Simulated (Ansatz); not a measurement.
# MgO: a vibration from a frozen displacement

Computed with Ansatz 0.2.0, DFT PBE, scalar-relativistic, plane waves, PAW. The runs took a 420 eV cutoff, a Γ-centred 10×10×10 mesh and Gaussian smearing (0.05 eV). No spin polarisation. Energies are free energies at this smearing, counted from the undisturbed cell; pressure is positive in compression.

The starting cell (relaxed at this level):

```xyz
2
Lattice="0.0000 2.1269 2.1269 2.1269 0.0000 2.1269 2.1269 2.1269 0.0000" Properties=species:S:1:pos:R:3 pbc="T T T"
Mg    0.0000    0.0000    0.0000
O     2.1269    2.1269    2.1269
```

Every Mg atom is moved by x along the Cartesian unit vector (0.000, 1.000, 0.000); the cell and all other atoms stay fixed. The cell's volume is 19.24 Å³; the moved atoms weigh 24.305 u together and the others 15.999 u. Some rows repeat others by symmetry and weren't run.

```
  x (Å)  ΔE (meV/cell) total force on the moved atoms along the move (eV/Å) pressure (GPa)
-0.2000         108.89                                                1.2375          3.6781
-0.1750          80.72                                                1.0209          2.7758
-0.1500          57.63                                                0.8298          2.0135
-0.1250          39.05                                                0.6600          1.3832
-0.1000          24.49                                                0.5076          0.8769
-0.0750          13.55                                                0.3689          0.4890
-0.0500           5.95                                                0.2404          0.2151
-0.0250           1.48                                                0.1185          0.0520
 0.0000           0.00                                                0.0000         -0.0020
 0.0250           1.48                                               -0.1185          0.0520
 0.0500           5.95                                               -0.2404          0.2151
 0.0750          13.55                                               -0.3689          0.4890
 0.1000          24.49                                               -0.5076          0.8769
 0.1250          39.05                                               -0.6600          1.3832
 0.1500          57.63                                               -0.8298          2.0135
 0.1750          80.72                                               -1.0209          2.7758
 0.2000         108.89                                               -1.2375          3.6781
```

Q: What frequency belongs to this motion?

A: The force constant is k = −dF/dx = 4.740 eV/Å², from the parabola through x = -0.0250, 0 and 0.0250. In every cell the moved atoms swing against the rest, so the mass is μ = m₁m₂/(m₁ + m₂) = 9.648 u, and ν̃ = 521.5 cm⁻¹ × √(|k|/μ) = 366 cm⁻¹. To first order in x, and within 1 %, the force on every atom lies along the move and, within each of the two groups, in proportion to the atom's mass, so this is itself a mode at the zone centre of this cell, taken without macroscopic field (the transverse frequency in a polar insulator).

Q: How far does the harmonic law reach?

A: At x = -0.200 Å, kx²/2 = 94.80 meV against the computed 108.89 meV (+14.9 %): the well stiffens in this direction at large amplitude.

Q: The pressure changes with x². What does that say about the frequency under compression?

A: With E = k(V)x²/2, k ∝ V^(−2γ) and x scaling with the cell as V^(1/3), P − P0 = −∂E/∂V = (2γ − 2/3) ΔE/V. At x = 0.0500 Å, V(P − P0) = 19.24 × 0.21711 / 160.2 eV = 26.08 meV and ΔE = 5.95 meV, so γ = 1/3 + V(P − P0)/(2ΔE) = 2.52. This is the Grüneisen parameter of the motion under uniform scaling of the cell: shrinking the cell evenly by 1 % in volume raises the frequency by about 2.52 %.

The Mg sublattice sits in a single, stable well against the O sublattice. Inversion symmetry removes the cubic term, so the first departure from the parabola is quartic. It is positive here because the move points each Mg straight at one O neighbour, and the steep closed-shell repulsion gained on that side outweighs what is lost on the other.

The same repulsion explains the large Grüneisen parameter of 2.52. The transverse restoring force is what remains of the short-range repulsion after the dipolar Coulomb forces have partly cancelled it, and on compression the repulsion grows much faster than the Coulomb part. The positive pressure at finite displacement means that vibration in this mode favours expansion of the lattice.

The 366 cm⁻¹ lies below the measured transverse optical frequency of MgO. The likely main cause is PBE's overlong lattice constant, to which so volume-sensitive a mode responds strongly. The longitudinal frequency, which lies well above the transverse one in so ionic a crystal, would also require the Born charges and the electronic dielectric constant.
